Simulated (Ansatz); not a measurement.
## Pressure against volume: I

```yaml
crystal:
  lattice:
    - [4.28268, 0.00000, 0.00000]
    - [-2.14134, 3.70891, 0.00000]
    - [0.00000, 0.00000, 4.88287]
  atoms:
    - { symbol: I, position: [0.33333, 0.66667, 0.25000] }
    - { symbol: I, position: [0.66667, 0.33333, 0.75000] }
```

The cell was built from the hcp type and relaxed in the same program, and has space group P6_3/mmc; it needn't be a known or the stable phase.

No spin–orbit coupling, which matters for the heavy atoms here.

Methods: DFT, PBE, all-electron LAPW, scalar-relativistic (Ansatz 0.2.0); DFT, PBE, PAW with Ansatz's default frozen-core files, scalar-relativistic (Ansatz 0.2.0).

For LAPW: a Γ-centred 15×15×8 k mesh, Fermi–Dirac smearing of 0.05 eV, basis error target 1 meV/atom, no spin polarisation. PAW takes a cutoff of 420 eV at this cell. The Ansatz runs share mesh, smearing and spin set-up. Plane-wave (PAW) pressures include the program's estimate of the Pulay term.

The cell above is scaled evenly, with fractional coordinates and shape held.

```
V/V(cell)  V (Å³/atom)  P, LAPW (GPa)  P, PAW (GPa)  free energy over the lowest listed, PAW (meV/atom)
   0.9600       37.229           1.05          1.05                                                 4.9
   0.9800       38.004           0.50          0.50                                                 1.2
   1.0000       38.780           0.02          0.01                                                 0.0
   1.0200       39.556              ?             ?                                                   ?
   1.0400       40.331          -0.78         -0.79                                                 3.9
```

Problem. Fill in the row V/V(cell) = 1.0200.

Solution. P, LAPW (GPa) = -0.41, P, PAW (GPa) = -0.42, free energy over the lowest listed, PAW (meV/atom) = 1.0.

Problem. What do Birch–Murnaghan fits to the pressures give?

Solution. LAPW: V0 = 38.81 Å³/atom, B0 = 23 GPa, B0′ = 5.5; PAW: V0 = 38.80 Å³/atom, B0 = 23 GPa, B0′ = 5.5.

PAW's V0 lies -0.03 % from the all-electron value and its B0 0.1 %. With shape and internal coordinates held, B0 is an upper bound to the relaxed modulus.
